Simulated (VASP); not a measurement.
Wanted: the native input for a VASP 6.6.1 run.

```
Task                   : relaxation of cell and atoms
Functional             : PBEsol
Dispersion             : rVV10
Potentials or basis    : VASP PAW PBE potentials, release 64 (Ti_sv, O)
Cutoff                 : 600 eV
k mesh                 : 7 × 5 × 3
Occupations            : fermi-dirac, width 0.05 eV
Spin                   : no spin polarisation
Further INCAR settings : ALGO = Normal; EDIFF = 1e-06; IBRION = 2; EDIFFG = -0.01; NSW = 40; ISIF = 3
```

The structure of TiO2 lies in POSCAR:

```
TiO2
1.0
    2.9682645463      0.0000000000      0.0000000000
    0.0002080834      4.7076067549      0.0000000000
    1.4835696211      0.2423534620      7.0834647979
Ti O
3 6
Direct
    0.0033718700      0.0003888100      0.0007031900
    0.3446402100      0.4802596500      0.3169598700
    0.6617081400      0.5204743600      0.6844963600
    0.4400381600      0.1854376900      0.1285388000
    0.7779263400      0.2977287500      0.4518780700
    0.1012362400      0.3089534200      0.8062432200
    0.9064972100      0.6918369900      0.1951715700
    0.2294071500      0.7030072800      0.5495147300
    0.5680256700      0.8153000600      0.8728271800
```

The cell comes from a database or a generator and needn't be the stable form of this composition.

These files were run (other wordings do the same):

INCAR

```
SYSTEM = TiO2
PREC     = Accurate       ! precision mode
ENCUT    = 600            ! plane-wave cutoff, eV
EDIFF    = 1E-6           ! SCF threshold, eV
ISMEAR   = -1             ! smearing method
SIGMA    = 0.05           ! smearing width, eV
LREAL    = .FALSE.        ! projectors in reciprocal space
LASPH    = .TRUE.         ! aspherical terms in the spheres
NELM     = 80             ! most SCF steps
ALGO     = Normal         ! electronic algorithm
ISIF     = 3              ! what is computed and relaxed
LWAVE    = .FALSE.        ! write WAVECAR
LCHARG   = .FALSE.        ! write CHGCAR
GGA      = PS             ! functional
LUSE_VDW = .TRUE.       
IVDW_NL  = 2            
BPARAM   = 20.0         
CPARAM   = 0.0093       
IBRION   = 2              ! ionic algorithm
NSW      = 40             ! ionic steps
EDIFFG   = -0.01          ! ionic threshold
```

KPOINTS

```
regular mesh
0
G
  7 5 3
  0 0 0
```

Potentials or basis: VASP PAW PBE potentials, release 64 (Ti_sv, O).

The run is started by

```bash
$ cat potpaw_PBE.64/Ti_sv/POTCAR potpaw_PBE.64/O/POTCAR > POTCAR
$ mpirun -np 1 vasp_std > vasp.out
```

Results of the run:

```json
{
 "Relaxed volume": "10.84 Å³/atom",
 "Relaxed cell": "a = 2.948 Å, b = 4.691 Å, c = 7.211 Å, α = 88.27°, β = 78.20°, γ = 90.00°",
 "Space group after relaxing (to 0.05 Å)": "C2/m (No. 12)",
 "Energy gained by relaxing": "1.7 meV/atom",
 "Ionic steps": "19",
 "Pressure after relaxing": "0.0 GPa",
 "Largest force after relaxing": "0.010 eV/Å",
 "Band gap on the k mesh": "2.29 eV, indirect (least direct gap 2.31 eV)"
}
```

Caveat: the PAW data sets were made with another functional, which shifts forces and pressure a little; an odd mesh through Γ misses points on the zone boundary, where band edges often lie.

Wall time 33 min on 1 thread of Intel(R) Xeon(R) Platinum 8488C (Sapphire Rapids) (shared host), peak memory 0.57 GiB.
